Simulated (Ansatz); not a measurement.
# Be: the cost of one run

Program: Ansatz 0.2.0. Level of theory: DFT PBE, scalar-relativistic, plane waves, PAW. These are calculated values, not measurements.

4 further runs of the same task are left out: 4 set aside as unsound or not needed.

**1. Starting point**

The structure is orthorhombic, space group Pnma (No. 62). Conventional cell: a = 3.102 Å, b = 5.142 Å, c = 2.313 Å, α = 90.00°, β = 90.00°, γ = 90.00°. Around Be (site symmetry m) lie 2 Be at 1.64 Å.

As a file:

```xyz
4
Lattice="3.1019 0.0000 0.0000 0.0000 5.1424 0.0000 0.0000 0.0000 2.3129" Properties=species:S:1:pos:R:3 pbc="T T T"
Be    0.0636    1.2856    1.4682
Be    3.0383    3.8568    0.8447
Be    1.4874    3.8568    0.3118
Be    1.6145    1.2856    2.0011
```

This is candidate A: N type (Pnma, No. 62).

(A quick probe on a coarse mesh, which set the mesh and smearing, is not shown.)

**3. Rough relaxation on the coarse mesh (candidate A)**

Contents of input.yaml:

```yaml
crystal:
  lattice:
    - [3.1019056013, 0.0, 0.0]
    - [0.0, 5.1424095176, 0.0]
    - [0.0, 0.0, 2.3128759179]
  atoms:
    - { symbol: Be, position: [0.0205, 0.25, 0.6348] }
    - { symbol: Be, position: [0.9795, 0.75, 0.3652] }
    - { symbol: Be, position: [0.4795, 0.75, 0.1348] }
    - { symbol: Be, position: [0.5205, 0.25, 0.8652] }
basis:
  ecutwfc: 420
kpoints:
  mp_grid: { grid: [6, 4, 8] }
hamiltonian:
  xc: pbe
scf:
  occupations: { method: gaussian, width: 0.1 }
  lower_state_search: "off"
output:
  forces: true
  stress: true
  eigenvalues: true
relax:
  adjacent_minimum: "off"
  f_tol: 0.04
  max_steps: 70
  cell: { stress_tol: 0.4 }
```

Q: Estimate wall time and peak memory on 1 thread of an x86-64 CPU, shared host.

About 17 s, with a peak of 0.42 GiB.
